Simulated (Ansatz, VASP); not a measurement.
**One calculation of Al, two programs**

```
CELL_PARAMETERS angstrom
2.75504 0.00000 0.00000
-1.37752 2.38594 0.00000
0.00000 0.00000 4.76750
ATOMIC_POSITIONS crystal
Al 0.33333 0.66667 0.25000
Al 0.66667 0.33333 0.75000
```

Change from the starting cell: volume scaled by 0.94.

Alike in both runs: task single point; functional PBE; k mesh 11 × 11 × 6; occupations fermi-dirac, width 0.05 eV; no spin polarisation.

```csv
,VASP,Ansatz
version,VASP 6.6.1,Ansatz 0.2.0
potentials or method,"VASP PAW PBE potentials, release 64 (Al)",Ansatz PAW
plane-wave cutoff (eV),520,420
valence electrons in the cell,6,6
```

VASP gave:

- gap on the k mesh at the Fermi level (eV): none
- pressure (GPa): 5.5
- largest component of the traceless stress (GPa): 4.34

Q: Which values does Ansatz return?

A: gap on the k mesh at the Fermi level (eV): none; pressure (GPa): 5.6; largest component of the traceless stress (GPa): 4.35.

A gap of «none» marks a metal or a gap that the smearing closes.
